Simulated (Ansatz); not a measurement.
W: one atom moved along a line

Method: DFT PBE, scalar-relativistic, plane waves, PAW (Ansatz). The runs took a 420 eV cutoff, a Γ-centred 10×10×10 mesh and Gaussian smearing (0.15 eV). Spin–orbit coupling is left out, which can shift energies with elements as heavy as these. No spin polarisation. Energies are free energies at this smearing, counted from the undisturbed cell; pressure is positive in compression.

The undisturbed cell (as given, not relaxed at this level; it stands at -3.1 GPa):

```yaml
crystal:
  lattice:
    - [-3.19460, -3.19460, 3.19460]
    - [-3.19460, 3.19460, -3.19460]
    - [3.19460, -3.19460, -3.19460]
  atoms:
    - { symbol: W, position: [0.50000, 0.50000, 0.50000] }
    - { symbol: W, position: [0.00000, 0.50000, 0.50000] }
    - { symbol: W, position: [0.50000, 0.00000, 0.50000] }
    - { symbol: W, position: [0.00000, 0.00000, 0.50000] }
    - { symbol: W, position: [0.50000, 0.50000, 0.00000] }
    - { symbol: W, position: [0.00000, 0.50000, 0.00000] }
    - { symbol: W, position: [0.50000, 0.00000, 0.00000] }
    - { symbol: W, position: [0.00000, 0.00000, 0.00000] }
```

Atom 1 (W) is moved by x along the Cartesian unit vector (0.577, 0.577, -0.577); the cell and all other atoms stay fixed. The cell is metallic on the mesh throughout.

```
  x (Å)  ΔE (meV/cell) force along x on the moved atoms (eV/Å) pressure (GPa)
-0.2000          325.4                                     3.20            -1.7
-0.0667           36.8                                     1.10            -2.9
 0.0000            0.0                                     0.00            -3.1
 0.0333              ?                                        ?            -3.1
 0.1000              ?                                    -1.64               ?
 0.1333          146.0                                    -2.17            -2.5
 0.1667          227.3                                    -2.69            -2.1
```

By symmetry 0.2000 repeats -0.2000, -0.1333 repeats 0.1333, 0.0667 repeats -0.0667 in energy; the slope of the energy along the path changes sign there.

**Question.** Give the withheld values.

**Answer.** ΔE (meV/cell) at x (Å) = 0.0333: 9.2; force along x on the moved atoms (eV/Å) at x (Å) = 0.0333: -0.55; ΔE (meV/cell) at x (Å) = 0.1000: 82.4; pressure (GPa) at x (Å) = 0.1000: -2.8.